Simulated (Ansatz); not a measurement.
# WSe2: clamped-ion strain scan

All numbers below come from DFT PBEsol, scalar-relativistic, plane waves, PAW in Ansatz 0.2.0. Cutoff 420 eV, Γ-centred 12×12×2 k-points, Gaussian smearing of 0.05 eV. Spin–orbit coupling is left out, which can shift energies with elements as heavy as these. No spin polarisation. Energies are free energies at this smearing, counted from the undisturbed cell; pressure is positive in compression.

The starting cell (relaxed at this level; this form isn't the usual structure):

```
W Se
1.0
     3.27061    0.00000    0.00000
    -1.63531    2.83243    0.00000
     0.00000    0.00000   23.98349
W Se
2 4
Direct
  0.66667 0.33333 0.13765
  0.33333 0.66667 0.86235
  0.33333 0.66667 0.20737
  0.66667 0.33333 0.93216
  0.33333 0.66667 0.06784
  0.66667 0.33333 0.79263
```

The cell holds layers and no dispersion correction was added, so their binding is poorly described.

The cell is strained by ε times the Voigt pattern (1, -1, 0, 0, 0, 0) (xx, yy, zz, yz, xz, xy; engineering shear) with fractional coordinates fixed.

```csv
ε,ΔE (meV/atom)
-0.1500,587.2
-0.1125,315.3
-0.0750,134.4
0.0000,0.0
0.0375,30.7
0.0750,118.3
0.1125,254.1
0.1500,427.7
```

Q: Predict the stress summed along the pattern (GPa, tension positive) at each point.

A:
```
      ε  stress summed along the pattern (GPa, tension positive)
-0.1500                                                   -33.96
-0.1125                                                   -24.80
-0.0750                                                   -15.74
 0.0000                                                     0.00
 0.0375                                                     6.93
 0.0750                                                    12.80
 0.1125                                                    17.11
 0.1500                                                    19.87
```

Cost: 8 runs of about 5.1 core-minutes in all, on Arm Neoverse V2 (shared hosts).